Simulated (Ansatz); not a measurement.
Crystal: Ti2C.

```
Ti C
1.0
     1.54070    0.88952    4.81377
    -1.54070    0.88952    4.81377
     0.00000   -1.77905    4.81377
Ti C
2 1
Direct
  0.75450 0.75450 0.75450
  0.24550 0.24550 0.24550
  0.50000 0.50000 0.50000
```

The cell comes from a database or a generator and needn't be the stable form of this composition.

Base run:

| Quantity | Value |
| --- | --- |
| Program | Ansatz 0.2.0 |
| Functional | PBEsol |
| Potentials or basis | JTH PAW |
| Cutoff | 1230 eV |
| Density cutoff | 9840 eV |
| k mesh | 10 × 10 × 10 |
| Occupations | fermi-dirac, width 0.05 eV |
| Spin | no spin polarisation |

Its results: band gap on the k mesh none (metal or under the smearing width); pressure -4.1 GPa; largest force 0.147 eV/Å.

**Question.** The run is repeated on the same cell with these changes: potentials or basis from JTH PAW to Ansatz PAW earlier set; cutoff from 1230 eV to 820 eV; density cutoff from 9840 eV to 3280 eV. What comes out?

**Answer.** Band gap on the k mesh none (metal or under the smearing width); pressure -4.6 GPa; largest force 0.186 eV/Å.

Caveats: the PAW data sets come from PBE, with cores solved anew for the run's functional, which leaves a small shift of forces and pressure (some runs).

Not every run made on this cell is shown here.
